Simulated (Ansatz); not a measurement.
## K₂S: projected DOS by orbital

```yaml
crystal:
  lattice:
    - [0.00000, 3.69550, 3.69550]
    - [3.69550, 0.00000, 3.69550]
    - [3.69550, 3.69550, 0.00000]
  atoms:
    - { symbol: K, position: [0.25000, 0.25000, 0.25000] }
    - { symbol: K, position: [0.75000, 0.75000, 0.75000] }
    - { symbol: S, position: [0.00000, 0.00000, 0.00000] }
```

Atom numbers follow the list: K1, K2, S3.

The cell is COD entry 1011375, as deposited and not checked against the literature; nothing was relaxed.

These are results of Ansatz 0.2.0, DFT, PBE, all-electron LAPW, scalar-relativistic, not measurements.

Sampling and basis: a Γ-centred 7×7×7 k mesh, Fermi–Dirac smearing of 0.01 eV, basis error target 0.5 meV/atom, no spin polarisation.

States per eV for one atom of each kind, in 0.4 eV bins named by their centres, from the valence-band top, projected on a minimal set of Löwdin-orthogonalised atomic shells; orbitals are real harmonics on the Cartesian axes, equal curves share a column, and empty bins are left out, as is all above 5.2 eV, near the top of the computed bands.

K1 3p:

```
# E all pz=px=py
-12.7 13.48 4.49
-9.5 0.10 0.03
-0.7 0.02 0.01
-0.3 0.03 0.01
0.1 0.02 0.01
4.1 0.01 0.00
```

S3 3p:

```
# E all pz=px=py
-12.7 0.10 0.03
-0.7 3.32 1.11
-0.3 6.12 2.04
0.1 3.94 1.31
2.9 0.01 0.00
3.3 0.04 0.01
3.7 0.16 0.05
4.1 0.21 0.07
4.5 0.02 0.01
```

K1 4s:

```
# E all
-12.7 0.05
-9.5 0.16
-0.7 0.37
-0.3 0.16
2.5 0.01
2.9 0.05
3.3 0.09
3.7 0.31
4.1 0.40
4.5 0.05
```

S3 3s:

```
# E all
-12.7 0.06
-9.5 4.45
-0.7 0.03
-0.3 0.01
2.9 0.02
3.3 0.04
3.7 0.07
4.1 0.06
```
